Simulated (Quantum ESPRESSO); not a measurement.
Mo: phonons at N under several settings

```
CELL_PARAMETERS angstrom
-1.58381 1.58381 1.58381
1.58381 -1.58381 1.58381
1.58381 1.58381 -1.58381
ATOMIC_POSITIONS crystal
Mo 0.00000 0.00000 0.00000
```

All runs used Quantum ESPRESSO 7.5; potentials PseudoDojo 0.4.1 SR PBEsol standard; k mesh 10 × 10 × 10; no spin polarisation; cutoff 1088 eV; occupations cold, width 0.2 eV.

| level | geometry | volume (Å³/atom) | pressure (GPa) | frequencies (cm⁻¹) |
| --- | --- | --- | --- | --- |
| PBEsol | relaxed at 0 GPa | 15.32 | 0.0 | 146 187 265 |
| PBEsol | relaxed at 2 GPa | ? | 2.0 | ? |
| PBEsol | relaxed at 5 GPa | 15.05 | 5.0 | 152 191 275 |
| PBEsol | relaxed at 10 GPa | 14.81 | 10.0 | 158 194 285 |
| PBEsol | relaxed at 15 GPa | 14.59 | 15.0 | 162 197 294 |

**Question.** What stands in the row left open?

**Answer.** Volume 15.21 Å³/atom; frequencies 149 189 269 cm⁻¹.

Caveats: the mesh is thin for the phonons of a metal; the cell is more than 3 GPa from zero pressure, which shifts response properties (some runs).

For the row left open. Caveat: the mesh is thin for the phonons of a metal.
